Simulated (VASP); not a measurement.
# Hg (I4/mmm) in VASP: a series of runs

Runs on Hg. Level: PBE. Tasks: single point.

Program: VASP 6.6.1. These are calculated values, not measurements. Logs are shortened: lines on timing, memory, paths and dates and some standing lists are left out, and cuts for length are marked.

**1. The structure**

The structure is tetragonal, space group I4/mmm (No. 139). The conventional cell has a = 3.753 Å, b = 3.753 Å, c = 3.834 Å, α = 90.00°, β = 90.00°, γ = 90.00°. Hg (site symmetry 4/mmm) has 12 Hg at 3.27 to 3.75 Å as nearest neighbours.

**2. Single point, PBE**

Contents of INCAR:

```
  ALGO = Normal
  EDIFF = 1E-6
  ENCUT = 520
  GGA = PE
  ISIF = 2
  ISMEAR = -1
  LASPH = True
  LCHARG = True
  LELF = True
  LREAL = False
  LVHAR = True
  LWAVE = False
  NBANDS = 12
  NELM = 100
  PREC = Accurate
  SIGMA = 0.05
```

Contents of KPOINTS:

```
k-points
0
Gamma
  10 10 10
```

Contents of POSCAR:

```
Hg
1.0
   -1.8767364354      1.8767364354      1.9168448550
    1.8767364354     -1.8767364354      1.9168448550
    1.8767364354      1.8767364354     -1.9168448550
Hg
1
Direct
    0.5000000000      0.5000000000      0.0000000000
```

Potentials or basis: VASP PAW PBE potentials, release 64 (Hg).

Launch:

```
cat potpaw_PBE.64/Hg/POTCAR > POTCAR
mpirun -np 1 vasp_std > vasp.out
```

OUTCAR:

```text
EDIFF = 1E-6
   ENCUT = 520
   GGA = PE
   ISIF = 2
   ISMEAR = -1
   LASPH = True
   LREAL = False
   NELM = 100
   PREC = Accurate

 ion  position               nearest neighbor table
   1  0.500  0.500  0.000-

  LATTYP: Found a body centered tetragonal cell.
 ALAT       =     3.7534728708
 C/A-ratio  =     1.0213713651

  Lattice vectors:

 A1 = (  -1.8767364354,   1.8767364354,   1.9168448550)
 A2 = (   1.8767364354,  -1.8767364354,   1.9168448550)
 A3 = (   1.8767364354,   1.8767364354,  -1.9168448550)

Analysis of symmetry for initial positions (statically):
=====================================================================
 Subroutine PRICEL returns:
 Original cell was already a primitive cell.

 Routine SETGRP: Setting up the symmetry group for a
 body centered tetragonal supercell.

 Subroutine GETGRP returns: Found 16 space group operations
 (whereof 16 operations were pure point group operations)
 out of a pool of 16 trial point group operations.

The static configuration has the point symmetry D_4h.

Analysis of symmetry for dynamics (positions and initial velocities):
=====================================================================
 Subroutine PRICEL returns:
 Original cell was already a primitive cell.

 Routine SETGRP: Setting up the symmetry group for a
 body centered tetragonal supercell.

 Subroutine GETGRP returns: Found 16 space group operations
 (whereof 16 operations were pure point group operations)
 out of a pool of 16 trial point group operations.

The dynamic configuration has the point symmetry D_4h.

 Subroutine INISYM returns: Found 16 space group operations
 (whereof 16 operations are pure point group operations),
 and found     1 'primitive' translations

----------------------------------------------------------------------------------------

                                     Primitive cell

  volume of cell :      27.0056

  direct lattice vectors                    reciprocal lattice vectors
    -1.876736435  1.876736435  1.916844855     0.000000000  0.266419935  0.260845315
     1.876736435 -1.876736435  1.916844855     0.266419935  0.000000000  0.260845315
     1.876736435  1.876736435 -1.916844855     0.266419935  0.266419935  0.000000000

  length of vectors
     3.273923257  3.273923257  3.273923257     0.372853672  0.372853672  0.376774686

  position of ions in fractional coordinates (direct lattice)
     0.500000000  0.500000000  0.000000000

  ion indices of the primitive-cell ions
   primitive index   ion index
                 1           1

----------------------------------------------------------------------------------------

 KPOINTS: k-points

Automatic generation of k-mesh.
 Grid dimensions read from file:
 generate k-points for:   10   10   10

 Generating k-lattice:

  Cartesian coordinates                     Fractional coordinates (reciprocal lattice)
     0.000000000  0.026641994  0.026084531     0.100000000 -0.000000000  0.000000000
     0.026641994  0.000000000  0.026084531    -0.000000000  0.100000000  0.000000000
     0.026641994  0.026641994  0.000000000     0.000000000  0.000000000  0.100000000

  Length of vectors
     0.037285367  0.037285367  0.037677469

  Shift w.r.t. Gamma in fractional coordinates (k-lattice)
     0.000000000  0.000000000  0.000000000

 Subroutine IBZKPT returns following result:
 ===========================================

 Found    102 irreducible k-points:

 Following reciprocal coordinates:
            Coordinates               Weight
  0.000000  0.000000  0.000000      1.000000
  0.100000  0.000000  0.000000      8.000000
  0.200000  0.000000  0.000000      8.000000
  0.300000  0.000000 -0.000000      8.000000
  0.400000  0.000000  0.000000      8.000000
  0.500000  0.000000  0.000000      4.000000
[... 16 lines left out ...]
  0.300000  0.300000 -0.000000      8.000000
  0.400000  0.300000  0.000000     16.000000
 [... further k-points ...]
   k-points           NKPTS =    102   k-points in BZ     NKDIM =    102   number of bands    NBANDS=     12
   number of dos      NEDOS =    301   number of ions     NIONS =      1
   total plane-waves  NPLWV =  13824
   dimension x,y,z NGX =    24 NGY =   24 NGZ =   24
   dimension x,y,z NGXF=    48 NGYF=   48 NGZF=   48
   ions per type =               1
   NGX,Y,Z   is equivalent  to a cutoff of  12.19, 12.19, 12.19 a.u.
   NGXF,Y,Z  is equivalent  to a cutoff of  24.37, 24.37, 24.37 a.u.
 SYSTEM =  unknown system
   PREC   = accura    normal or accurate (medium, high low for compatibility)
   ISTART =      0    job   : 0-new  1-cont  2-samecut
   ICHARG =      2    charge: 1-file 2-atom 10-const
   ISPIN  =      1    spin polarized calculation?
   LNONCOLLINEAR =      F non collinear calculations
   LSORBIT =      F    spin-orbit coupling
   LASPH  =      T    aspherical Exc in radial PAW
   ENCUT  =  520.0 eV  38.22 Ry    6.18 a.u.   6.09  6.09  6.09*2*pi/ulx,y,z
   NELM   =    100;   NELMIN=  2; NELMDL= -5     # of ELM steps
   EDIFF  = 0.1E-05   stopping-criterion for ELM
   LREAL  =      F    real-space projection
   EDIFFG = 0.1E-04   stopping-criterion for IOM
   NSW    =      0    number of steps for IOM
   IBRION =     -1    ionic relax: 0-MD 1-quasi-New 2-CG
   NFREE  =      0    steps in history (QN), initial steepest desc. (CG)
   ISIF   =      2    stress and relaxation
   ISYM   =      2    0-nonsym 1-usesym 2-fastsym
   POTIM  = 0.5000    time-step for ionic-motion
   TEBEG  =    0.0;   TEEND  =   0.0 temperature during run
   PSTRESS=    0.0 pullay stress
   NELECT =      12.0000    total number of electrons
   NUPDOWN=      -1.0000    fix difference up-down
   EMIN   =  10.00;   EMAX   =-10.00  energy-range for DOS
   EFERMI =   0.00;   METHOD = LEGACY
   ISMEAR =    -1;   SIGMA  =   0.05  broadening in eV -4-tet -1-fermi 0-gaus
   EFERMI_NEDOS =   21; number of points for ismear=-14 and -15
   IALGO  =     38    algorithm
   IMIX   =      4    mixing-type and parameters
     AMIX     =   0.40;   BMIX     =  1.00
     AMIX_MAG =   1.60;   BMIX_MAG =  1.00
  volume/ion in A,a.u.               =      27.01       182.24
  Fermi-wavevector in a.u.,A,eV,Ry     =   1.249254  2.360748 21.233735  1.560635
  Thomas-Fermi vector in A             =   2.383303
   LORBIT       =      0    0 simple, 1 ext, 2 COOP (PROOUT), +10 PAW based schemes
   GGA     = PE    functional components
   LHFCALC =     F    Hartree Fock is set to
   AEXX    =    0.0000 exact exchange contribution
   IVDW    =     0    specifies the selected vdW correction
   LEPSILON=     F    determine dielectric tensor
   LRPA    =     F    only Hartree local field effects (RPA)
 non-spin polarized calculation
  energy-cutoff  :      520.00
  volume of cell :       27.01
 maximum number of plane-waves:       738
   NGX = 13   NGY = 13   NGZ = 13

 number of electron      11.9999998 magnetization

 Free energy of the ion-electron system (eV)
  ---------------------------------------------------
  ext. energy  EPLUGINS =         0.00000000
  ---------------------------------------------------
  free energy    TOTEN  =        -0.16929939 eV

  energy without entropy =       -0.16715316  energy(sigma->0) =       -0.16822627

 E-fermi :   1.7132     XC(G=0): -10.1224

 val. band max:        1.7021383348   @ k =  -0.4000   0.5000   0.3000
 cond. band min:       1.7536982050   @ k =   0.4000   0.1000   0.1000
 fundamental gap:      0.0515598702
 Fermi energy:         1.7131719296

 k-point     1 :       0.0000    0.0000    0.0000
  band No.  band energies     occupation
      1      -6.2476      2.00000
      2      -4.9576      2.00000
      3      -4.9576      2.00000
      4      -4.9121      2.00000
      5      -4.2808      2.00000
      6      -4.2329      2.00000
      7      16.1330      0.00000
      8      16.2462      0.00000
      9      16.2462      0.00000
     10      16.3209      0.00000
     11      16.7213      0.00000
     12      16.7213      0.00000

 k-point     2 :       0.1000    0.0000    0.0000
  band No.  band energies     occupation
      1      -6.0134      2.00000
      2      -4.9709      2.00000
      3      -4.9352      2.00000
      4      -4.8332      2.00000
      5      -4.3080      2.00000
      6      -4.2402      2.00000
      7      13.7277      0.00000
      8      15.3875      0.00000
      9      15.4365      0.00000
     10      16.2427      0.00000
     11      16.5798      0.00000
     12      16.6246      0.00000

 k-point     3 :       0.2000    0.0000    0.0000
  band No.  band energies     occupation
      1      -5.5080      2.00000
      2      -5.0536      2.00000
      3      -4.6995      2.00000
      4      -4.5661      2.00000
      5      -4.3581      2.00000
      6      -4.2439      2.00000
      7      10.0380      0.00000
      8      13.7523      0.00000
      9      13.9029      0.00000
     10      15.7827      0.00000
     11      16.4573      0.00000
     12      17.4808      0.00000

 k-point     4 :       0.3000    0.0000   -0.0000
  band No.  band energies     occupation
      1      -5.4095      2.00000
      2      -5.1566      2.00000
      3      -4.3700      2.00000
      4      -4.2405      2.00000
      5      -4.2070      2.00000
      6      -3.5939      2.00000
      7       6.5135      0.00000
      8      12.1489      0.00000
      9      12.6604      0.00000
     10      15.4923      0.00000
     11      16.3587      0.00000
     12      18.8497      0.00000

 k-point     5 :       0.4000    0.0000    0.0000
  band No.  band energies     occupation
      1      -5.5008      2.00000
      2      -5.2385      2.00000
      3      -4.3463      2.00000
      4      -4.2325      2.00000
      5      -3.8905      2.00000
      6      -1.8034      2.00000
      7       3.3399      0.00000
      8      11.0263      0.00000
      9      11.8664      0.00000
     10      15.3688      0.00000
     11      16.2971      0.00000
     12      20.4085      0.00000
[... 228 lines left out ...]
      1      -5.2890      2.00000
      2      -5.0909      2.00000
      3      -4.6659      2.00000
      4      -4.3662      2.00000
      5      -4.2417      2.00000
      6      -3.8657      2.00000
      7       8.4124      0.00000
      8      11.0161      0.00000
      9      12.6872      0.00000
     10      16.0268      0.00000
     11      17.6027      0.00000
     12      17.9607      0.00000

 k-point    22 :      -0.2000    0.2000    0.0000
  band No.  band energies     occupation
      1      -5.4852      2.00000
      2      -5.0861      2.00000
      3      -4.6734      2.00000
      4      -4.5802      2.00000
      5      -4.3172      2.00000
      6      -4.2605      2.00000
      7      10.2953      0.00000
      8      13.4852      0.00000
      9      13.6519      0.00000
     10      15.4737      0.00000
     11      16.1625      0.00000
     12      17.9313      0.00000

 k-point    23 :       0.3000    0.3000   -0.0000
  band No.  band energies     occupation
      1      -5.2998      2.00000
      2      -4.8600      2.00000
      3      -4.6335      2.00000
      4      -4.2419      2.00000
      5      -4.1554      2.00000
      6       0.3929      2.00000
      7       3.4140      0.00000
      8       4.8809      0.00000
      9      11.0438      0.00000
     10      17.9683      0.00000
     11      18.5152      0.00000
     12      19.6298      0.00000

 k-point    24 :       0.4000    0.3000    0.0000
  band No.  band energies     occupation
      1      -5.3112      2.00000
      2      -4.8690      2.00000
      3      -4.6211      2.00000
      4      -4.2583      2.00000
      5      -4.1205      2.00000
      6       0.4860      2.00000
      7       3.3296      0.00000
      8       4.8696      0.00000
      9      10.9624      0.00000
     10      17.5633      0.00000
     11      18.4510      0.00000
     12      20.2603      0.00000

 [... further k-points ...]

------------------------ aborting loop because EDIFF is reached ----------------------------------------

  FORCE on cell =-STRESS in cart. coord.  units (eV):
  Direction    XX          YY          ZZ          XY          YZ          ZX
  --------------------------------------------------------------------------------------
  -------------------------------------------------------------------------------------
  Total        0.2513660      0.2513660      0.2848565      0.0000000     -0.0000000      0.0000000
  in kB       14.9129485     14.9129485     16.8998634      0.0000000     -0.0000000      0.0000000
  external PRESSURE =      15.5752535 kB  Pullay stress =       0.0000000 kB

 VOLUME and BASIS-vectors are now :
 -----------------------------------------------------------------------------
  energy-cutoff  :      520.00
  volume of cell :       27.01
      direct lattice vectors                 reciprocal lattice vectors
    -1.876736435  1.876736435  1.916844855     0.000000000  0.266419935  0.260845315
     1.876736435 -1.876736435  1.916844855     0.266419935  0.000000000  0.260845315
     1.876736435  1.876736435 -1.916844855     0.266419935  0.266419935  0.000000000

 POSITION                                       TOTAL-FORCE (eV/Angst)
 -----------------------------------------------------------------------------------
      0.00000      0.00000      1.91684        -0.000000     -0.000000      0.000000
 -----------------------------------------------------------------------------------
    total drift:                               -0.000000      0.000000      0.000000

  FREE ENERGIE OF THE ION-ELECTRON SYSTEM (eV)
  ---------------------------------------------------
  free  energy   TOTEN  =        -0.1692993871 eV

  energy  without entropy=       -0.1671531568  energy(sigma->0) =       -0.16822627
```

It took 8.7 s on 1 thread of Intel Xeon Platinum 8559C (Emerald Rapids), shared host; peak memory 0.15 GiB.

What came out:

```
Free energy            : -0.1693 eV
Pressure               : 1.6 GPa
Band gap on the k mesh : none (metal or under the smearing width)
```

Levels at points of the mesh, in eV from the Fermi level:
```
           k point  band 3  band 4  band 5  band 6  band 7  band 8  band 9  band 10
(0.00, 0.00, 0.00)   -6.67   -6.63   -5.99   -5.95   14.42   14.53   14.53    14.61
(0.50, 0.00, 0.00)   -6.05   -5.94   -5.48   -1.53   -0.82    8.91    9.88    13.63
(0.50, 0.50, 0.00)   -5.99   -5.92   -5.46   -1.41   -0.74    8.58    9.52    13.22
(0.50, 0.50, 0.50)   -5.60   -5.58   -5.58    2.31    3.55    3.99    3.99     9.37
```

(Part 1 of 2 ends here.)
